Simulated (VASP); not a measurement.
# GaN (strained zincblende): one PBE single-point calculation in two programs

```cif
data_structure
_symmetry_space_group_name_H-M 'P 1'
_symmetry_Int_Tables_number 1
_cell_length_a 3.2734
_cell_length_b 3.2734
_cell_length_c 3.3637
_cell_angle_alpha 59.083
_cell_angle_beta 59.083
_cell_angle_gamma 61.834
_cell_volume 25.45
loop_
_atom_site_label
_atom_site_type_symbol
_atom_site_fract_x
_atom_site_fract_y
_atom_site_fract_z
_atom_site_occupancy
Ga1 Ga 0.00000 0.00000 0.00000 1
N1 N 0.25000 0.25000 0.25000 1
```

The two codes use different PAW datasets and cutoffs. VASP's cell holds 18 valence electrons and Ansatz's 18. Ansatz's stress includes a Pulay correction; VASP's doesn't.

Cutoffs: 520 eV in VASP, 420 eV in Ansatz. k meshes: 10×10×10 and 10×10×10.

```
                                VASP     Ansatz
gap between bands v and c    0.88 eV    0.88 eV
         least direct gap    0.88 eV    0.88 eV
                 pressure  -11.3 GPa  -11.5 GPa
```

Band v is the last that the valence electrons fill when counted band by band, and c is the next. Levels in eV from the top of v, Ansatz:

| point | v−1 | v | c | c+1 |
| --- | --- | --- | --- | --- |
| Γ | -0.22 | 0.00 | 0.88 | 9.42 |
| X | -2.75 | -2.75 | 3.00 | 5.33 |
| K | -3.87 | -1.91 | 4.82 | 6.97 |
| L | -1.17 | -0.81 | 3.72 | 8.04 |
| W | -3.35 | -3.28 | 5.74 | 7.09 |

VASP:

| point | v−1 | v | c | c+1 |
| --- | --- | --- | --- | --- |
| Γ | -0.22 | 0.00 | 0.88 | 9.40 |
| X | -2.75 | -2.75 | 3.00 | 5.33 |
| K | -3.87 | -1.91 | 4.82 | 6.96 |
| L | -1.17 | -0.81 | 3.72 | 8.04 |
| W | -3.35 | -3.28 | 5.74 | 7.08 |
